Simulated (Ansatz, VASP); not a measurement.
**TiN: VASP beside Ansatz**

Contents of INCAR:

```
SYSTEM = TiN
PREC = Accurate
ENCUT = 520
EDIFF = 1E-7
ISMEAR = -1
SIGMA = 0.08
LREAL = .False.
LASPH = .True.
NELM = 80
ALGO = Normal
ISIF = 2
LWAVE = .False.
LCHARG = .True.
LELF = .True.
LVHAR = .True.
NBANDS = 16
```

File KPOINTS:

```
Automatic mesh
0
Gamma
  17 17 17
  0 0 0
```

File POSCAR:

```
TiN
1.0
    0.0000000000      1.9988571400      1.9988571400
    1.9988571400      0.0000000000      1.9988571400
    1.9988571400      1.9988571400      0.0000000000
Ti N
1 1
Direct
    0.0000000000      0.0000000000      0.0000000000
    0.5000000000      0.5000000000      0.5000000000
```

Input for Ansatz:

```yaml
crystal:
  lattice:
    - [0.0, 1.99885714, 1.99885714]
    - [1.99885714, 0.0, 1.99885714]
    - [1.99885714, 1.99885714, 0.0]
  atoms:
    - { symbol: Ti, position: [0.0, 0.0, 0.0] }
    - { symbol: "N", position: [0.5, 0.5, 0.5] }
kpoints:
  mp_grid: { grid: [17, 17, 17] }
scf:
  occupations: { method: fermi_dirac, width: 0.08 }
hamiltonian:
  xc: lda
  pseudopotentials: { kind: paw }
output:
  forces: true
  stress: true
  eigenvalues: true
  populations: true
```

Change from the starting cell: volume scaled by 0.88, PAW files.

Alike in both runs: task single point; functional LDA; k mesh 17 × 17 × 17; occupations fermi-dirac, width 0.08 eV; no spin polarisation.

|  | VASP | Ansatz |
| --- | --- | --- |
| version | VASP 6.6.1 | Ansatz 0.2.0 |
| potentials or method | VASP PAW LDA potentials, release 64 (Ti_sv, N) | PAW with Ansatz's default frozen-core files, scalar-relativistic |
| plane-wave cutoff (eV) | 520 | 420 |
| valence electrons in the cell | 17 | 17 |

```csv
,VASP,Ansatz,Ansatz less VASP
pressure (GPa),54.9,53.4,-1.43
```

Caveats: so large a pressure means that the cell lies far from this level's equilibrium, or that cutoff or potentials fall short (VASP).
